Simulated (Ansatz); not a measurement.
# ZnH4O3: from a guess to a relaxed structure, part 3 of 3

Aim: relax a trial structure of ZnH4O3 and see where it ends.

Ansatz 0.2.0; DFT PBE, scalar-relativistic, plane waves, PAW. The steps go on from the part before.

**6. Final relaxation**

The end of the coarse run is made exact in the group found at a tolerance of 0.06 Å and reduced to its primitive cell.

Input file input.yaml:

```yaml
crystal:
  lattice:
    - [3.5808020061, 0.0, 0.0]
    - [0.0, 3.5808020061, 0.0]
    - [0.0, 0.0, 3.5808020061]
  atoms:
    - { symbol: Zn, position: [0.0, 0.0, 0.0] }
    - { symbol: H, position: [0.3217658267, 0.3217658267, 0.3217658267] }
    - { symbol: H, position: [0.3217658267, 0.6782341733, 0.6782341733] }
    - { symbol: H, position: [0.6782341733, 0.3217658267, 0.6782341733] }
    - { symbol: H, position: [0.6782341733, 0.6782341733, 0.3217658267] }
    - { symbol: O, position: [0.5, 0.5, 0.0] }
    - { symbol: O, position: [0.5, 0.0, 0.5] }
    - { symbol: O, position: [0.0, 0.5, 0.5] }
basis:
  ecutwfc: 420
kpoints:
  mp_grid: { grid: [10, 10, 10] }
hamiltonian:
  xc: pbe
scf:
  occupations: { method: gaussian, width: 0.1 }
output:
  forces: true
  stress: true
  eigenvalues: true
  write_density: true
  write_potential: true
  elf: true
  volumetric_format: npy
relax:
  adjacent_minimum: "off"
  f_tol: 0.01
  max_steps: 80
  cell: { stress_tol: 0.05 }
```

Run with:

```sh
> ansatz run input.yaml --threads 1 --pin off --max-ram 2048MiB --backend cpu --events-out ev --progress --plain --runs-dir out
```

What it wrote:

```text
Warning: RAYON_NUM_THREADS=1 ignored (pool sized by the plan → 1); use --threads N
[... 10 set-up lines as earlier in the session ...]
Crystal: 8 atoms, lattice volume = 45.914 Å³
Basis set: ecut = 420 eV, 895 PW (Γ), exchange–correlation on 48×48×48 points (8 copies of the dense FFT grid, shifted against one another)
Bands: 25, of which v1, the nominal top of the filled ones, is band 17 counted from 1 (16 counted from 0)
[... 1 set-up line as earlier in the session ...]
Space group: P-43m (ITA 215), of the structure as read, at distance tolerance 3.6e-5 Å
k-points: 56 of 1000 (time reversal used)
[... 7 set-up lines as earlier in the session ...]
Initial density: superposition of atomic densities (neutral atoms: chi_scale 0, normalization atom), corrected by the library's trained network
[... 2 set-up lines as earlier in the session ...]
SCF iter   1: F=—  HF=-5077.648369 eV  |F-HF|=—  |Δ(HF+E_count)|=         —  Δρ=1.52e-2  dr2=1.29e-1  ethr=1.77e-3  ⟨swp⟩=5.0  Hψ=6262  notcnv=0  defer=26
preconditioner: auto → Resta (q_TF=auto, 2.595 Å⁻¹)  ε∞=5.5  [insulator: Δε(μ)=0.178 eV  Ē_g=14.994 eV  σ=0.100 eV  W_gap=0.79  n_scr=18 (ndim 8)  ℏωp=32.0 eV  f_vac=0.000  D(μ)=0.16/eV (n_scr^D=0)  ε∞_Penn≈5.5]
SCF iter   2: F=—  HF=-5077.625265 eV  |F-HF|=—  |Δ(HF+E_count)|=   2.31e-2  Δρ=7.53e-3  dr2=3.37e-2  ethr=3.78e-4  ⟨swp⟩=1.6  Hψ=1895  notcnv=0  defer=115
SCF iter   3: F=—  HF=-5077.618570 eV  |F-HF|=—  |Δ(HF+E_count)|=   6.70e-3  Δρ=2.44e-3  dr2=3.60e-3  ethr=9.91e-5  ⟨swp⟩=2.3  Hψ=1970  notcnv=0  defer=115
SCF iter   4: F=—  HF=-5077.616735 eV  |F-HF|=—  |Δ(HF+E_count)|=   1.84e-3  Δρ=1.30e-3  dr2=4.01e-4  ethr=1.06e-5  ⟨swp⟩=2.0  Hψ=1863  notcnv=0  defer=115
SCF iter   5: F=—  HF=-5077.616671 eV  |F-HF|=—  |Δ(HF+E_count)|=   6.46e-5  Δρ=2.22e-4  dr2=1.08e-5  ethr=1.18e-6  ⟨swp⟩=2.1  Hψ=2289  notcnv=0  defer=137
SCF iter   6: F=—  HF=-5077.616642 eV  |F-HF|=—  |Δ(HF+E_count)|=   2.89e-5  Δρ=2.72e-5  dr2=1.81e-7  ethr=3.17e-8  ⟨swp⟩=2.7  Hψ=2353  notcnv=0  defer=137
SCF iter   7: F=-5077.616642 eV  HF=-5077.616642 eV  |F-HF|=4.35e-9  |Δ(HF+E_count)|=   8.86e-8  Δρ=6.09e-6  dr2=1.86e-8  ethr=2.94e-10  ⟨swp⟩=11.2  Hψ=9089  notcnv=0
SCF 1 converged in 7 iterations: F = -5077.616642 eV  dr2 = 1.86e-8
relax step   1: F+E_penalty+E_count = -5077.61664186 eV  Δ(F+E_penalty+E_count) = +0.000e0 eV  max|allowed force component| = 1.516e-2 eV/Å  Δτ_max = 0.0000 Å  P = -0.164 GPa  Ω = 45.914 Å³  (7 SCF iters, dr2 threshold 1.00e-7 eV, accepted)
Crystal: 8 atoms, lattice volume = 45.875 Å³
Initial density: handed on by an earlier stage of this run
Initial wavefunctions: those handed on with the density
iter 1 solved again at ethr=1.71e-7 eV; its pass at ethr=3.10e-3 eV (dr2=5.83e-5 eV) is discarded
SCF iter   1: F=—  HF=-5077.616984 eV  |F-HF|=—  |Δ(HF+E_count)|=         —  Δρ=5.26e-4  dr2=5.77e-5  ethr=1.71e-7  ⟨swp⟩=1.0  Hψ=5337  notcnv=0
preconditioner: auto → Kerker (q_TF=auto, 2.595 Å⁻¹)  [metal: Δε(μ)=0.052 eV  Ē_g=15.037 eV  σ=0.100 eV  W_gap=0.29  n_scr=18 (ndim 8)  ℏωp=32.0 eV  f_vac=0.000  D(μ)=0.51/eV (n_scr^D=0)]
SCF iter   2: F=—  HF=-5077.616939 eV  |F-HF|=—  |Δ(HF+E_count)|=   4.49e-5  Δρ=2.62e-4  dr2=1.63e-5  ethr=1.70e-7  ⟨swp⟩=2.2  Hψ=1903  notcnv=0
SCF iter   3: F=—  HF=-5077.616937 eV  |F-HF|=—  |Δ(HF+E_count)|=   2.67e-6  Δρ=9.37e-5  dr2=2.85e-6  ethr=4.81e-8  ⟨swp⟩=2.9  Hψ=2662  notcnv=0
SCF iter   4: F=—  HF=-5077.616935 eV  |F-HF|=—  |Δ(HF+E_count)|=   1.47e-6  Δρ=3.01e-5  dr2=4.69e-7  ethr=8.39e-9  ⟨swp⟩=2.0  Hψ=1901  notcnv=0
iter 5 did not close the SCF: its close was put off for the readings that it lacked (scf_convergence_deferred on its scf_iter line)
SCF iter   5: F=-5077.616935 eV  HF=-5077.616935 eV  |F-HF|=7.08e-9  |Δ(HF+E_count)|=   3.60e-8  Δρ=6.98e-6  dr2=2.39e-8  ethr=1.38e-9  ⟨swp⟩=2.9  Hψ=2396  notcnv=0
SCF iter   6: F=-5077.616935 eV  HF=-5077.616935 eV  |F-HF|=1.29e-9  |Δ(HF+E_count)|=   2.41e-9  Δρ=2.08e-6  dr2=2.87e-9  ethr=7.03e-11  ⟨swp⟩=4.8  Hψ=6797  notcnv=0
SCF 2 converged in 6 iterations: F = -5077.616935 eV  dr2 = 2.87e-9
relax step   2: F+E_penalty+E_count = -5077.61693514 eV  Δ(F+E_penalty+E_count) = -2.933e-4 eV  max|allowed force component| = 1.437e-2 eV/Å  Δτ_max = 0.0040 Å  P = -0.043 GPa  Ω = 45.875 Å³  energy of the carried Pulay correction = +2.572e-4 eV  (6 SCF iters, dr2 threshold 6.73e-8 eV, accepted)
Crystal: 8 atoms, lattice volume = 45.876 Å³
iter 1 solved again at ethr=2.25e-8 eV; its pass at ethr=3.10e-3 eV (dr2=7.65e-6 eV) is discarded
SCF iter   1: F=—  HF=-5077.617058 eV  |F-HF|=—  |Δ(HF+E_count)|=         —  Δρ=2.17e-4  dr2=7.60e-6  ethr=2.25e-8  ⟨swp⟩=1.2  Hψ=5368  notcnv=0
preconditioner: auto → Kerker (q_TF=auto, 2.595 Å⁻¹)  [metal: Δε(μ)=0.049 eV  Ē_g=15.035 eV  σ=0.100 eV  W_gap=0.27  n_scr=18 (ndim 8)  ℏωp=32.0 eV  f_vac=0.000  D(μ)=0.52/eV (n_scr^D=0)]
SCF iter   2: F=—  HF=-5077.617022 eV  |F-HF|=—  |Δ(HF+E_count)|=   3.58e-5  Δρ=1.13e-4  dr2=2.50e-6  ethr=2.24e-8  ⟨swp⟩=1.0  Hψ=1400  notcnv=0
SCF iter   3: F=—  HF=-5077.617021 eV  |F-HF|=—  |Δ(HF+E_count)|=   4.16e-7  Δρ=3.18e-5  dr2=3.53e-7  ethr=7.36e-9  ⟨swp⟩=3.0  Hψ=2664  notcnv=0
SCF iter   4: F=—  HF=-5077.617021 eV  |F-HF|=—  |Δ(HF+E_count)|=   1.95e-7  Δρ=1.15e-5  dr2=7.83e-8  ethr=1.04e-9  ⟨swp⟩=2.0  Hψ=1916  notcnv=0
iter 5 did not close the SCF: its close was put off for the readings that it lacked (scf_convergence_deferred on its scf_iter line)
SCF iter   5: F=-5077.617021 eV  HF=-5077.617021 eV  |F-HF|=1.61e-9  |Δ(HF+E_count)|=   1.24e-8  Δρ=2.67e-6  dr2=4.85e-9  ethr=2.30e-10  ⟨swp⟩=2.4  Hψ=2328  notcnv=0
SCF iter   6: F=-5077.617021 eV  HF=-5077.617021 eV  |F-HF|=1.36e-10  |Δ(HF+E_count)|=  5.62e-10  Δρ=7.18e-7  dr2=3.28e-10  ethr=1.43e-11  ⟨swp⟩=4.1  Hψ=6613  notcnv=0
SCF 3 converged in 6 iterations: F = -5077.617021 eV  dr2 = 3.28e-10
relax step   3: F+E_penalty+E_count = -5077.61702124 eV  Δ(F+E_penalty+E_count) = -8.610e-5 eV  max|allowed force component| = 3.136e-4 eV/Å  Δτ_max = 0.0019 Å  P = -0.038 GPa  Ω = 45.876 Å³  energy of the carried Pulay correction = +2.484e-4 eV  (6 SCF iters, dr2 threshold 1.29e-8 eV, accepted)
Initial wavefunctions: pseudopotential atomic-orbital guess (no wavefunctions were taken with the density)
iter 1 solved again at ethr=3.17e-8 eV; its pass at ethr=3.10e-3 eV (dr2=1.08e-5 eV) is discarded
SCF iter   1: F=—  HF=-5077.616930 eV  |F-HF|=—  |Δ(HF+E_count)|=         —  Δρ=6.39e-6  dr2=3.74e-9  ethr=3.17e-8  ⟨swp⟩=2.9  Hψ=9666  notcnv=0
preconditioner: auto → Kerker (q_TF=auto, 2.595 Å⁻¹)  [metal: Δε(μ)=0.050 eV  Ē_g=15.035 eV  σ=0.100 eV  W_gap=0.27  n_scr=18 (ndim 8)  ℏωp=32.0 eV  f_vac=0.000  D(μ)=0.52/eV (n_scr^D=0)]
SCF iter   2: F=—  HF=-5077.616896 eV  |F-HF|=—  |Δ(HF+E_count)|=   3.38e-5  Δρ=2.03e-6  dr2=4.34e-10  ethr=1.10e-11  ⟨swp⟩=2.2  Hψ=2421  notcnv=0
SCF iter   3: F=—  HF=-5077.616896 eV  |F-HF|=—  |Δ(HF+E_count)|=  6.86e-10  Δρ=7.60e-7  dr2=1.13e-10  ethr=1.28e-12  ⟨swp⟩=2.1  Hψ=2359  notcnv=0
iter 4 did not close the SCF: its close was put off for the readings that it lacked (scf_convergence_deferred on its scf_iter line)
SCF iter   4: F=-5077.616896 eV  HF=-5077.616896 eV  |F-HF|=2.18e-11  |Δ(HF+E_count)|=  8.00e-11  Δρ=1.74e-7  dr2=2.43e-11  ethr=1.00e-12  ⟨swp⟩=1.0  Hψ=1414  notcnv=0
iter 5 did not close the SCF: its close was put off for the readings that it lacked (scf_convergence_deferred on its scf_iter line)
SCF iter   5: F=-5077.616896 eV  HF=-5077.616896 eV  |F-HF|=7.28e-12  |Δ(HF+E_count)|=  1.82e-12  Δρ=1.43e-7  dr2=7.07e-12  ethr=1.00e-12  ⟨swp⟩=1.0  Hψ=1400  notcnv=0
iter 6 did not close the SCF: its close was put off for the readings that it lacked (scf_convergence_deferred on its scf_iter line)
SCF iter   6: F=-5077.616896 eV  HF=-5077.616896 eV  |F-HF|=9.09e-13  |Δ(HF+E_count)|=  4.55e-12  Δρ=6.30e-8  dr2=2.61e-12  ethr=1.00e-12  ⟨swp⟩=1.0  Hψ=1400  notcnv=0
iter 7 did not close the SCF: its close was put off for the readings that it lacked (scf_convergence_deferred on its scf_iter line)
SCF iter   7: F=-5077.616896 eV  HF=-5077.616896 eV  |F-HF|=9.09e-13  |Δ(HF+E_count)|=  9.09e-13  Δρ=2.10e-8  dr2=2.30e-13  ethr=1.00e-12  ⟨swp⟩=1.0  Hψ=1400  notcnv=0
SCF iter   8: F=-5077.616896 eV  HF=-5077.616896 eV  |F-HF|=0.00e0  |Δ(HF+E_count)|=    0.00e0  Δρ=7.03e-9  dr2=1.55e-14  ethr=1.00e-12  ⟨swp⟩=3.0  Hψ=4636  notcnv=0
SCF 4 converged in 8 iterations: F = -5077.616896 eV  dr2 = 1.55e-14
relax step   4: F+E_penalty+E_count = -5077.61689621 eV  Δ(F+E_penalty+E_count) = +1.250e-4 eV  max|allowed force component| = 3.129e-4 eV/Å  Δτ_max = 0.0000 Å  P = -0.047 GPa  Ω = 45.876 Å³  stress off target by 4.72e-2 GPa  SCF on the basis re-selected at this cell (its energy is not comparable with the rows above)  (8 SCF iters)
basis re-selected at this cell: Δ(F+E_penalty+E_count) = +1.250e-4 eV, ΔP = -0.009 GPa vs the last step (what re-selecting the basis moved, of the pressure what is left beyond the Pulay correction that the steps carried, after the strain that the cell walked since its last selection, with what the two solves' SCF thresholds leave and, on support functions, any second-order correction that the steps lacked; it is no measure of the basis error at this ecutwfc). This SCF's stress stands 4.72e-2 GPa from its target on what of the cell is left free (relax.cell.stress_tol is 5.00e-2 GPa) and its largest allowed force component is 3.13e-4 eV/Å (relax.f_tol is 1.00e-2 eV/Å): within both
SCF converged after 8 iterations
Free energy (F): -5077.616896 eV
Harris-Foulkes:  -5077.616896 eV  (|F-HF|=0.00e0)
Internal energy: -5077.614287 eV  (E = F + TS)
E sigma→0 (E₀):  -5077.615591 eV
Entropy (-TS):   -0.002610 eV (-0.326 meV/atom)
Fermi energy:    7.460525 eV
--- Per-component energies (eV) ---
  E_band       = 14.313517
  E_kinetic    = 704.121725
  E_local      = -2423.015795  (includes V_loc(G=0)·N_el)
  E_nonlocal   = 771.207273
  E_hartree    = 928.744546
  E_xc         = -390.870903
  E_vxc        = -376.852817  (∫ρ·V_xc dr)
  E_paw        = -2310.582033  (= ΣΔE_a)
  E_vpaw       = -518.639870  (= ΣTr[D̂ρ^β])
  E_aug_tail   = 0.003908  (compensation charges beyond the density's cutoff)
  E_ewald      = -2357.223008
  E_smearing   = -0.002610  (= −TS)
  E_closure    = 0.000000  (closes the sum)
  Σ components = -5077.616896   (vs F -5077.616896, Δ=0.00e0)
--- Forces (eV/Å), atoms counted from 1 ---
  atom   1  Zn     0.00000000     0.00000000    -0.00000000
  atom   2  H     -0.00031288    -0.00031288    -0.00031288
  atom   3  H     -0.00031288     0.00031288     0.00031288
  atom   4  H      0.00031288    -0.00031288     0.00031288
  atom   5  H      0.00031288     0.00031288    -0.00031288
  atom   6  O      0.00000000     0.00000000     0.00000000
  atom   7  O      0.00000000    -0.00000000     0.00000000
  atom   8  O     -0.00000000     0.00000000    -0.00000000
  max |Σ_I F_I| component: 2.66e-17 eV/Å
--- Stress (GPa, compression-positive) ---
       -0.047205      -0.000000       0.000000
       -0.000000      -0.047205       0.000000
        0.000000       0.000000      -0.047205
  P = ⅓ Tr σ = -0.0472 GPa (-0.472 kbar)
--- Band table (eV; the first three rows and the last of 56) ---
  k-point 0: bands = ["-12.9708", "-8.8661", "-8.8661", "-0.1011", "-0.1011", "-0.1011", "0.8230", "0.8230", "0.9429", "0.9429", "0.9429", "5.8736", "5.8736", "5.8736", "6.7484", "6.7484", "6.7484", "6.7617", "10.5377", "15.8542", "15.8542", "15.8542", "19.0407", "19.0407", "19.2705"]
  k-point 1: bands = ["-12.9036", "-8.9913", "-8.8575", "-0.1093", "-0.1093", "-0.0244", "0.7968", "0.8328", "0.9466", "1.0060", "1.0060", "5.8173", "5.8173", "5.8449", "5.9078", "6.6809", "6.6809", "7.4976", "10.8942", "15.7844", "15.8389", "15.8389", "17.9568", "19.2432", "19.3780"]
  k-point 2: bands = ["-12.7077", "-9.3350", "-8.8348", "-0.1305", "-0.1305", "0.2000", "0.7279", "0.8574", "0.9649", "1.1862", "1.1862", "4.9386", "5.5767", "5.5767", "5.7729", "6.5969", "6.5969", "8.3174", "11.7508", "15.4516", "15.7752", "15.7752", "16.9439", "19.6711", "19.6711"]
  k-point 55: bands = ["-10.1804", "-10.1804", "-10.1804", "-3.1428", "0.7390", "0.7390", "0.7390", "0.9476", "0.9476", "1.0777", "1.0777", "1.0777", "6.7333", "6.7333", "7.0207", "7.4041", "7.4041", "7.4041", "14.1862", "14.1862", "14.1862", "17.5954", "17.5954", "17.5954", "19.5376"]
--- Relaxed structure (3 steps of the walk, 3 accepted, 1 SCFs on fresh bases) ---
  F+E_penalty+E_count = -5077.61689621 eV   max|allowed force component| = 3.129e-4 eV/Å   (the final SCF, on the basis selected at the relaxed cell)
  cell:  # Å, volume = 45.8765 Å³
    - [3.579837925966424, -1.5347254244335786e-34, 2.1666711874356403e-34]
    - [-1.3742312624013088e-34, 3.579837925966424, -1.1234591342258874e-34]
    - [2.1666711874356403e-34, -1.1234591342258874e-34, 3.579837925966424]
  atoms:
    - { symbol: Zn, position: [-2.2708645381087785e-20, 1.183547417295059e-35, -6.812593614326353e-20] }
    - { symbol: H, position: [0.32210268832601485, 0.32210268832601485, 0.32210268832601485] }
    - { symbol: H, position: [0.32210268832601485, 0.6778973116739853, 0.6778973116739853] }
    - { symbol: H, position: [0.6778973116739853, 0.32210268832601485, 0.6778973116739853] }
    - { symbol: H, position: [0.6778973116739853, 0.6778973116739853, 0.32210268832601485] }
    - { symbol: O, position: [0.5000000000000001, 0.5000000000000001, -6.812593614326353e-20] }
    - { symbol: O, position: [0.5000000000000001, -1.5056964184522945e-35, 0.5000000000000001] }
    - { symbol: O, position: [-2.270864538108793e-20, 0.5000000000000001, 0.5000000000000001] }
```

It took 44 s on 1 thread of Arm Neoverse N1, shared host; peak memory 0.37 GiB.

The steps of the relaxation:

```
step  energy from step 1 (eV/cell)  largest force component (eV/Å)  pressure (GPa)  volume (Å³)
   1                        0.0000                          0.0152           -0.16        45.91
   2                       -0.0003                          0.0144           -0.04        45.88
   3                       -0.0004                          0.0003           -0.04        45.88
   4                       -0.0003                          0.0003           -0.05        45.88
```

Step 1 is the start. Step 4 repeats the geometry before it on a plane-wave basis chosen anew for that cell, so its energy need not be comparable with the rows above.

|  | before | after | change |
| --- | --- | --- | --- |
| a (Å) | 3.581 | 3.580 | 0.0 % |
| b (Å) | 3.581 | 3.580 | 0.0 % |
| c (Å) | 3.581 | 3.580 | 0.0 % |
| volume (Å³/atom) | 5.74 | 5.73 | -0.1 % |
| shortest distance (Å) | 1.464 | 1.463 | 0.0 % |
| space group (0.01 Å) | P-43m | P-43m | same |

Forces and stress were held to the start's 24 operations: a distortion of lower symmetry was not tested.

Density in a lattice plane of the grid's cell (edges 3.58 and 3.58 Å, at 0.000 of the third edge), which holds Zn and O.

Ten even steps from ' ' (0.05 e/Å³) to '@' (46.44 e/Å³):
```
**++::..                                  ..::++
::::..                                      ..::
                                                
                                                
                                                
                                                
                                                
                        ..                      
                    ..........                  
                    ..........                  
                    ..........                  
                        ..                      
                                                
                                                
                                                
                                                
                                                
::::..                                      ..::
**++::..                                  ..::++
@@##==..                                  ..==##
```
Columns run along the first of these edges and rows up along the second, over one cell in 24 and 20 even steps from the bottom left corner. Atoms in the plane (fractional): Zn at (1.00, 1.00), O at (0.50, 0.50).

ELF in the same plane.

Ten even steps from '0' (0.00) to '9' (0.82):
```
000001110000000001110000
000011110000000001111000
000111101111111110111100
111111112234443221111111
111111124567776542111111
111011357899999875311011
000012479999999997421000
000013689998889998631000
000114799986568999741100
000124799974247999742100
000124799986568999742100
000013689998889998631000
000012479999999997421000
111011357899999875311011
111111124567776542111111
111111112234443221111111
000111101111111110111100
000011110000000001111000
000001110000000001110000
000001110000000001110000
```
Columns run along the first of these edges and rows up along the second, over one cell in 24 and 20 even steps from the bottom left corner. Atoms in the plane (fractional): Zn at (1.00, 1.00), O at (0.50, 0.50).

Both are smooth fields of the valence electrons: close to the nuclei they are not physical.

Outside the cores ELF peaks at 0.87 at H; 0.83 in the shell around O, 0.6 Å from O.

**7. Variant: ecutwfc 18.4 Ry, xc revpbe**

Input file input.yaml:

```yaml
crystal:
  lattice:
    - [3.579837926, 0.0, 0.0]
    - [0.0, 3.579837926, 0.0]
    - [0.0, 0.0, 3.579837926]
  atoms:
    - { symbol: Zn, position: [0.0, 0.0, 0.0] }
    - { symbol: H, position: [0.3221026883, 0.3221026883, 0.3221026883] }
    - { symbol: H, position: [0.3221026883, 0.6778973117, 0.6778973117] }
    - { symbol: H, position: [0.6778973117, 0.3221026883, 0.6778973117] }
    - { symbol: H, position: [0.6778973117, 0.6778973117, 0.3221026883] }
    - { symbol: O, position: [0.5, 0.5, 0.0] }
    - { symbol: O, position: [0.5, 0.0, 0.5] }
    - { symbol: O, position: [0.0, 0.5, 0.5] }
basis:
  ecutwfc: "18.4 Ry"
kpoints:
  mp_grid: { grid: [10, 10, 10] }
hamiltonian:
  xc: revpbe
scf:
  occupations: { method: gaussian, width: 0.1 }
output:
  forces: true
  eigenvalues: true
  stress: true
```

Run with:

```sh
> ansatz run input.yaml --threads 1 --pin off --max-ram 2048MiB --backend cpu --events-out ev --progress --plain --runs-dir out
```

What it wrote, cut to the lines that bear on the results:

```text
Warning: basis.ecutwfc = 250.34475346308957 eV is below the records' recommended 420 eV, and the density's cutoff is lower with it unless basis.ecutrho_ratio is high enough to keep the records' density cutoff: compare with a run at a higher cutoff
Warning: RAYON_NUM_THREADS=1 ignored (pool sized by the plan → 1); use --threads N
[...]
[... 3 set-up lines as earlier in the session ...]
[...]
  atom   3  H      0.00552622    -0.00552622    -0.00552622
  atom   4  H     -0.00552622     0.00552622    -0.00552622
  atom   5  H     -0.00552622    -0.00552622     0.00552622
  atom   6  O      0.00000000    -0.00000000     0.00000000
  atom   7  O     -0.00000000     0.00000000    -0.00000000
  atom   8  O     -0.00000000     0.00000000     0.00000000
[...]
--- Stress (GPa, compression-positive) ---
       10.272534       0.000000      -0.000000
       -0.000000      10.272534      -0.000000
        0.000000      -0.000000      10.272534
  P = ⅓ Tr σ = 10.2725 GPa (102.725 kbar)
--- Band table (eV; the first three rows and the last of 56) ---
[... band rows left out ...]
[...]
```

It took 5.9 s on 1 thread of Arm Neoverse N1, shared host; peak memory 0.3 GiB.

| run | ending | energy change | pressure (GPa) | gap (eV) | force (eV/Å) | cycles | time |
| --- | --- | --- | --- | --- | --- | --- | --- |
| step 6 | converged | - | 0.0 | 0.00 | 0.00 | - | 44 s |
| variant | converged | not comparable | 10.3 | 0.00 | 0.01 | 8 | 5.9 s |

After a change of functional the difference of the totals has no physical meaning; the pressure goes from 0.0 to 10.3 GPa. The cutoff changed too. The cutoff is under what these potentials recommend, as the log warns, so basis error is mixed in.

**8. What came out**

The summary covers parts 1 to 3. Changes of volume or cell count from the first structure of part 1.

```
                                                              quantity                                                                      value
                                symmetry at the end (tolerance 0.05 Å)                                                space group P-43m (No. 215)
                                                     conventional cell  a = 3.580 Å, b = 3.580 Å, c = 3.580 Å, α = 90.00°, β = 90.00°, γ = 90.00°
                                                                volume                                                               5.73 Å³/atom
energy over the elements (uncorrected; H, N, O, F and Cl as molecules)                                                              -0.02 eV/atom
                                                       gap on the mesh                                                               none (metal)
```

In words: The space group P-43m (No. 215) is kept, and the volume per atom shrinks by 46.9 % from the first guess. The formation energy of this structure is too near zero to say whether it is bound against the elements. No finished test with a distortion of lower symmetry is shown, so the end may be a saddle point. Some metallic runs here have no spin polarisation while others do, so their energies compare only roughly. Other magnetic orders were not searched.
